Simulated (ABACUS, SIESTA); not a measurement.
This is a calculation of Ge (Germanium) for SIESTA 5.4.2. 

Contents of Ge.fdf:

```
SystemName                      Germanium
SystemLabel                     Ge
NumberOfSpecies                 1
NumberOfAtoms                   2
%block ChemicalSpeciesLabel
  1  32 Ge
%endblock ChemicalSpeciesLabel

LatticeConstant                 1.0 Ang
%block LatticeVectors
     0.0000000000     2.8289100000     2.8289100000
     2.8289100000     0.0000000000     2.8289100000
     2.8289100000     2.8289100000     0.0000000000
%endblock LatticeVectors
AtomicCoordinatesFormat         Fractional
%block AtomicCoordinatesAndAtomicSpecies
     0.7500000000     0.7500000000     0.7500000000  1  Ge
     0.5000000000     0.5000000000     0.5000000000  1  Ge
%endblock AtomicCoordinatesAndAtomicSpecies

%block kgrid.MonkhorstPack
    6   0   0  0.0
    0   6   0  0.0
    0   0   6  0.0
%endblock kgrid.MonkhorstPack
XC.Functional                   GGA
XC.Authors                      PBE
PAO.BasisSize                   DZP
PAO.EnergyShift                 0.003 Ry
Mesh.Cutoff                     1200 Ry
OccupationFunction              FD
ElectronicTemperature           0.05 eV
MaxSCFIterations                120
SCF.MustConverge                false
SCF.Mixer.Method                Pulay
SCF.Mixer.Weight                0.25
SCF.Mixer.History               8
SCF.DM.Tolerance                5.0e-05
SCF.H.Tolerance                 1.0e-03 eV
WriteForces                     true
Charge.Mulliken                 end
MD.TypeOfRun                    Broyden
MD.Steps                        40
MD.MaxForceTol                  0.01 eV/Ang
MD.MaxDispl                     0.1 Ang
WriteCoorStep                   true
AtomCoorFormatOut               Fractional
MD.VariableCell                 true
MD.MaxStressTol                 0.05 GPa
%block PAO.Basis
  Ge 4
  n=4 0 2
    5.972 0.000
  n=4 1 2
    8.196 0.000
  n=3 2 2
    3.189 0.000
  n=4 2 1
    8.196
%endblock PAO.Basis
```

Potentials or basis: PseudoDojo 0.4 standard (PBE files), converted to PSML, two zetas on semicore shells, DZP (energy shift 0.003 Ry; two zetas on semicore shells).

The run is started by

```bash
$ siesta Ge.fdf > Ge.out 2>&1
```

Task: Set up the same calculation for ABACUS 3.10.1. Potentials or basis there: GBRV ultrasoft 1.5 PBE, plane waves, cutoff 544 eV.

Result: As run (cutoffs and basis follow the program's own potentials, and thresholds, step limits or extra output files can differ):

Contents of INPUT:

```
INPUT_PARAMETERS
suffix              Ge
calculation         cell-relax
basis_type          pw
pseudo_dir          ./
symmetry            1
dft_functional      pbe
ecutwfc             40
pseudo_rcut         10
nspin               1
nbands              18
ks_solver           dav
smearing_method     fd
smearing_sigma      0.00367493
scf_thr             1e-08
scf_nmax            100
mixing_type         broyden
mixing_beta         0.7
cal_force           1
cal_stress          1
ecutrho             320
relax_nmax          60
force_thr_ev        0.01
relax_method        cg
out_stru            1
stress_thr          1
kpar                4
```

The input STRU:

```
ATOMIC_SPECIES
Ge 72.6300 ge_pbe_v1.4.uspp.F.UPF

LATTICE_CONSTANT
7.5601949712

LATTICE_VECTORS
0.0000000000 0.7071067812 0.7071067812
0.7071067812 0.0000000000 0.7071067812
0.7071067812 0.7071067812 0.0000000000

ATOMIC_POSITIONS
Cartesian

Ge
0.0
2
1.0606601718 1.0606601718 1.0606601718 1 1 1
0.7071067812 0.7071067812 0.7071067812 1 1 1
```

Contents of KPT:

```
K_POINTS
0
Gamma
6 6 6 0 0 0
```

Potentials or basis: GBRV ultrasoft 1.5 PBE, plane waves.

Launch:

```bash
$ OMP_NUM_THREADS=1 mpirun -np 4 abacus > log
```

Both were run:

|  | SIESTA | ABACUS |
| --- | --- | --- |
| Relaxed volume | 24.36 Å³/atom | 23.92 Å³/atom |
| Relaxed cell | a = 4.100 Å, b = 4.100 Å, c = 4.100 Å, α = 60.00°, β = 60.00°, γ = 60.00° | a = 4.075 Å, b = 4.075 Å, c = 4.075 Å, α = 60.00°, β = 60.00°, γ = 60.00° |
| Space group after relaxing | Fd-3m (No. 227) | Fd-3m (No. 227) |
| Pressure after relaxing | 0.0 GPa | 0.0 GPa |

Pressure is positive in compression.
